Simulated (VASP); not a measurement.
# InPd: energy at fixed spin moment

InPd, Pm-3m (no. 221), 2 atoms in the cell. PBE, fixed spin moment; PAW potentials In_d, Pd (PBE set).

Volume against the source cell: 1.

## Input

INCAR.step1:
```
PREC = Accurate
ENCUT = 450
EDIFF = 1E-7
NELM = 200
ALGO = Normal
ISMEAR = 1
SIGMA = 0.1
LREAL = False
LASPH = True
LMAXMIX = 4
LORBIT = 11
LWAVE = False
LCHARG = False
GGA = PE
ISPIN = 2
ISIF = 2
NUPDOWN = 0.0
MAGMOM = 0 0
```

INCAR.step2, as INCAR.step1 but for:
```
- NUPDOWN = 0.0
- MAGMOM = 0 0
+ NUPDOWN = 0.13
+ MAGMOM = 0 0.13
```

INCAR.step3 to INCAR.step9 change the same tags again: MAGMOM = 0 0.26, 0 0.39, 0 0.52, 0 0.65, 0 0.78, 0 0.91, 0 1.04; NUPDOWN = 0.26, 0.39, 0.52, 0.65, 0.78, 0.91, 1.04.

INCAR.step10, as INCAR.step9 but for:
```
- NUPDOWN = 1.04
```

KPOINTS:
```
k-points
0
Gamma
  13 13 13
```

POSCAR:
```
InPd
1.0
    3.2718847800      0.0000000000      0.0000000000
    0.0000000000      3.2718847800      0.0000000000
    0.0000000000      0.0000000000      3.2718847800
In Pd
1 1
Direct
    0.0000000000      0.0000000000      0.0000000000
    0.5000000000      0.5000000000      0.5000000000
```

Commands (each step's output is kept before the next begins):
```
cat potpaw_PBE.64/In_d/POTCAR potpaw_PBE.64/Pd/POTCAR > POTCAR
cp INCAR.step1 INCAR
mpirun -np 4 vasp_std > vasp.out
rm WAVECAR CHG
cp INCAR.step2 INCAR
mpirun -np 4 vasp_std > vasp.out
rm WAVECAR CHG
cp INCAR.step3 INCAR
mpirun -np 4 vasp_std > vasp.out
rm WAVECAR CHG
cp INCAR.step4 INCAR
mpirun -np 4 vasp_std > vasp.out
rm WAVECAR CHG
cp INCAR.step5 INCAR
mpirun -np 4 vasp_std > vasp.out
rm WAVECAR CHG
cp INCAR.step6 INCAR
mpirun -np 4 vasp_std > vasp.out
rm WAVECAR CHG
cp INCAR.step7 INCAR
mpirun -np 4 vasp_std > vasp.out
rm WAVECAR CHG
cp INCAR.step8 INCAR
mpirun -np 4 vasp_std > vasp.out
rm WAVECAR CHG
cp INCAR.step9 INCAR
mpirun -np 4 vasp_std > vasp.out
rm WAVECAR CHG
cp INCAR.step10 INCAR
mpirun -np 4 vasp_std > vasp.out
```

## Result

- Moment at the minimum, by a parabola in the squared moment through the lowest point and its neighbours (muB per cell): 0.00
- Energy there by the same parabola, against the smallest moment (meV/atom): 0.0
- Moment left free (muB per cell): 0.00

Energy at fixed total moment:

| Moment (muB per cell) | Energy (meV/atom) | Pressure (GPa) |
|---|---|---|
| 0.00 | 0.0 | 3.8 |
| 0.13 | 4.0 | 3.9 |
| 0.26 | 19.3 | 4.3 |
| 0.39 | 46.1 | 4.5 |
| 0.52 | 85.7 | 4.9 |
| 0.65 | 138.9 | 5.5 |
| 0.78 | 202.3 | 6.3 |
| 0.91 | 277.1 | 7.3 |
| 1.04 | 360.6 | 8.4 |

VASP 6.6.1 took 171 s on 4 cores (Intel Xeon Platinum 8259CL @ 2.50GHz (Skylake/Cascade Lake)), a shared host.
